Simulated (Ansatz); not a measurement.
# I (Cmce) in Ansatz: single point with PBE

Aim: the single point of I with PBE.

Program: Ansatz 0.2.0. These are calculated values, not measurements. Logs are shortened: lines on timing, memory, paths and dates and some standing lists are left out, and cuts for length are marked.

### Step 1. The crystal as given

Symmetry: Cmce, No. 64, orthorhombic system. The conventional cell has a = 7.270 Å, b = 4.790 Å, c = 9.793 Å, α = 90.00°, β = 90.00°, γ = 90.00°. Around I (site symmetry m) lie 1 I at 2.68 Å.

### Step 2. Single point, PBE

input.yaml

```yaml
crystal:
  lattice:
    - [3.635035, -2.39502, 0.0]
    - [3.635035, 2.39502, 0.0]
    - [0.0, 0.0, 9.79344]
  atoms:
    - { symbol: I, position: [0.6493, 0.3507, 0.3844] }
    - { symbol: I, position: [0.1493, 0.8507, 0.1156] }
    - { symbol: I, position: [0.3507, 0.6493, 0.6156] }
    - { symbol: I, position: [0.8507, 0.1493, 0.8844] }
hamiltonian:
  xc: pbe
  pseudopotentials: { kind: paw }
kpoints:
  mp_grid: { grid: [7, 7, 3] }
scf:
  occupations: { method: fermi_dirac, width: 0.05 }
basis:
  ecutwfc: "800 eV"
output:
  forces: true
  stress: true
  eigenvalues: true
```

Potentials or basis: Ansatz PAW.

The run is started by

```sh
> ansatz run input.yaml --threads 2 --pin off --max-ram 5120MiB --backend cpu --events-out ev --progress --plain --runs-dir out
```

What it wrote:

```text
Warning: RAYON_NUM_THREADS=2 ignored (pool sized by the plan → 2); use --threads N
Engine: ansatz 0.2.0, x86_64-unknown-linux-gnu
Pseudopotentials: kind: paw
Pseudopotential: I, paw, valence charge 17, recommended cutoff 420 eV (normal), I.paw.azcp
Functional definition: PBE
  parameter kappa = 0.804
  parameter beta = 0.06672455060314922
  exchange = pbe_x(kappa = kappa, mu = beta*pi^2/3)
  correlation = pbe_c(beta = beta)
Crystal: 4 atoms, lattice volume = 170.523 Å³
Basis set: ecut = 800 eV, 8719 PW (Γ), exchange–correlation on 90×90×192 points (8 copies of the dense FFT grid, shifted against one another)
Bands: 41, of which v1, the nominal top of the filled ones, is band 34 counted from 1 (33 counted from 0)
Symmetry: 8 space group operations
Space group: Cmce (ITA 64), of the structure as read, at distance tolerance 5.5e-5 Å
k-points: 32 of 147
Non-local potential: I, projectors of the file, l = 0: 2, l = 1: 2, l = 2: 2, l = 3: 2
PAW form: soft (Blöchl's): semilocal exchange-correlation on the pseudo side does not see the compensation charge
PAW one-centre angular grid: I, 590 points (default); XC on 64 Gauss nodes
Initial density: superposition of atomic densities (neutral atoms: chi_scale 0, normalization atom), corrected by the library's trained network
Initial wavefunctions: pseudopotential atomic-orbital guess
Functional: x = pbe(κ = 0.804, μ = 0.2195149727645171), c = pbe(β = 0.06672455060314922)
SCF iter   1: F=—  HF=-30051.428596 eV  |F-HF|=—  |Δ(HF+E_count)|=         —  Δρ=1.21e-3  dr2=1.82e-3  ethr=1.77e-3  ⟨swp⟩=9.4  Hψ=6403  notcnv=0  defer=16
preconditioner: auto → Resta (q_TF=auto, 2.341 Å⁻¹)  ε∞=3.2  [insulator: Δε(μ)=1.320 eV  Ē_g=10.217 eV  σ=0.050 eV  W_gap=1.00  n_scr=36 (ndim 8)  ℏωp=15.0 eV  f_vac=0.061  D(μ)=0.00/eV (n_scr^D=0)  ε∞_Penn≈3.2]
SCF iter   2: F=—  HF=-30051.429734 eV  |F-HF|=—  |Δ(HF+E_count)|=   1.14e-3  Δρ=6.69e-4  dr2=6.76e-4  ethr=2.67e-6  ⟨swp⟩=2.9  Hψ=2919  notcnv=0  defer=34
SCF iter   3: F=—  HF=-30051.429902 eV  |F-HF|=—  |Δ(HF+E_count)|=   1.68e-4  Δρ=3.37e-4  dr2=1.40e-4  ethr=9.94e-7  ⟨swp⟩=2.8  Hψ=2352  notcnv=0  defer=4
automatic band count: iteration 3 solves 40 bands in place of 41: the levels show a gap, and the empty bands left out lie too high to hold charge; the band table lists the bands solved (type scf.n_extra_bands for more)
SCF iter   4: F=—  HF=-30051.430047 eV  |F-HF|=—  |Δ(HF+E_count)|=   1.44e-4  Δρ=6.29e-5  dr2=5.57e-6  ethr=2.07e-7  ⟨swp⟩=2.0  Hψ=1716  notcnv=0  defer=4
SCF iter   5: F=—  HF=-30051.430051 eV  |F-HF|=—  |Δ(HF+E_count)|=   4.39e-6  Δρ=2.90e-5  dr2=2.16e-6  ethr=8.20e-9  ⟨swp⟩=3.0  Hψ=2356  notcnv=0  defer=4
SCF iter   6: F=—  HF=-30051.430051 eV  |F-HF|=—  |Δ(HF+E_count)|=   1.54e-7  Δρ=7.69e-6  dr2=1.02e-7  ethr=3.17e-9  ⟨swp⟩=3.0  Hψ=2469  notcnv=0  defer=4
SCF iter   7: F=-30051.430051 eV  HF=-30051.430051 eV  |F-HF|=1.91e-9  |Δ(HF+E_count)|=   6.61e-9  Δρ=1.72e-6  dr2=6.14e-9  ethr=1.47e-10  ⟨swp⟩=9.1  Hψ=5451  notcnv=0
SCF 1 converged in 7 iterations: F = -30051.430051 eV  dr2 = 6.14e-9
SCF converged after 7 iterations
Free energy (F): -30051.430051 eV
Harris-Foulkes:  -30051.430051 eV  (|F-HF|=1.91e-9)
Internal energy: -30051.430051 eV  (E = F + TS)
E sigma→0 (E₀):  -30051.430051 eV
Entropy (-TS):   -0.000000 eV (-0.000 meV/atom)
Fermi energy:    5.505212 eV
--- Per-component energies (eV) ---
  E_band       = -1592.090236
  E_kinetic    = 754.450343
  E_local      = -8220.070269  (includes V_loc(G=0)·N_el)
  E_nonlocal   = -367.046723
  E_hartree    = 4204.938564
  E_xc         = -511.212832
  E_vxc        = -512.682042  (∫ρ·V_xc dr)
  E_paw        = -19259.546806  (= ΣΔE_a)
  E_vpaw       = -1656.616385  (= ΣTr[D̂ρ^β])
  E_aug_tail   = -0.000012  (compensation charges beyond the density's cutoff)
  E_ewald      = -6652.942316
  E_smearing   = -0.000000  (= −TS)
  E_closure    = -0.000000  (closes the sum)
  Σ components = -30051.430051   (vs F -30051.430051, Δ=0.00e0)
--- Forces (eV/Å), atoms counted from 1 ---
  atom   1  I      0.00000000    -0.40218934    -0.75926175
  atom   2  I     -0.00000000    -0.40218934     0.75926175
  atom   3  I     -0.00000000     0.40218934     0.75926175
  atom   4  I      0.00000000     0.40218934    -0.75926175
  max |Σ_I F_I| component: 5.55e-17 eV/Å
--- Stress (GPa, compression-positive) ---
        1.247982       0.000000      -0.000000
        0.000000       1.329508       0.000000
       -0.000000       0.000000       2.730913
  P = ⅓ Tr σ = 1.7695 GPa (17.695 kbar)
--- Band table (eV; the first three rows and the last of 32) ---
  k-point 0: bands = ["-40.0609", "-40.0577", "-39.9455", "-39.9426", "-39.9330", "-39.9303", "-39.9008", "-39.8985", "-39.8785", "-39.8782", "-39.8465", "-39.8461", "-39.5779", "-39.5776", "-39.5763", "-39.5757", "-39.5750", "-39.5747", "-39.5725", "-39.5718", "-8.7344", "-8.2739", "-6.6778", "-5.7250", "0.2999", "1.6484", "3.0622", "3.1296", "3.5839", "3.7098", "3.7280", "4.3010", "4.7732", "4.8388", "6.2480", "7.0738", "10.1427", "10.1499", "10.3246", "11.8825"]
  k-point 1: bands = ["-40.0601", "-40.0585", "-39.9448", "-39.9433", "-39.9323", "-39.9310", "-39.9002", "-39.8991", "-39.8785", "-39.8783", "-39.8464", "-39.8462", "-39.5778", "-39.5777", "-39.5762", "-39.5759", "-39.5750", "-39.5748", "-39.5723", "-39.5720", "-8.6446", "-8.4226", "-6.4182", "-5.9514", "0.5887", "1.2270", "3.2160", "3.4761", "3.6026", "3.6134", "3.6762", "4.0753", "4.7919", "4.8245", "6.3342", "6.7409", "10.4064", "10.5589", "10.6215", "11.6222"]
  k-point 2: bands = ["-40.0607", "-40.0579", "-39.9454", "-39.9428", "-39.9328", "-39.9304", "-39.9007", "-39.8987", "-39.8785", "-39.8783", "-39.8464", "-39.8462", "-39.5779", "-39.5776", "-39.5762", "-39.5757", "-39.5750", "-39.5747", "-39.5725", "-39.5719", "-8.6720", "-8.2488", "-6.6291", "-5.7755", "0.3117", "1.4924", "2.6251", "2.7597", "3.4247", "3.5246", "4.0993", "4.5359", "4.6676", "4.7076", "6.2226", "6.9604", "10.4197", "10.5755", "10.8300", "11.8689"]
  k-point 31: bands = ["-40.0599", "-40.0585", "-39.9447", "-39.9433", "-39.9323", "-39.9311", "-39.9001", "-39.8991", "-39.8785", "-39.8783", "-39.8463", "-39.8461", "-39.5774", "-39.5774", "-39.5760", "-39.5758", "-39.5748", "-39.5747", "-39.5723", "-39.5720", "-8.3244", "-8.1602", "-6.2198", "-5.9050", "0.6778", "1.0046", "1.5020", "1.8536", "2.4778", "2.9040", "3.5758", "3.6244", "4.0807", "4.2624", "6.3282", "6.5719", "10.7648", "11.1571", "11.4545", "12.1011"]
```

Run time: 31 s. Hardware: 2 threads of Intel Xeon at 2.50GHz (Skylake/Cascade Lake), shared host; peak memory 0.9 GiB.

What came out:

```
Free energy            : -30051.4301 eV
Pressure               : 1.8 GPa
Largest force          : 0.859 eV/Å
Band gap on the k mesh : 1.33 eV, indirect (least direct gap 1.41 eV)
```

Forces on the atoms (eV/Å):
```
I    0.000 -0.402 -0.759
I    0.000 -0.402  0.759
I    0.000  0.402  0.759
I    0.000  0.402 -0.759
```

Caveat: odd divisions of the mesh miss points on the zone boundary, where band edges often lie, so the gap on the mesh can be too wide; spin-orbit coupling is left out, which moves the levels of the heavy elements.
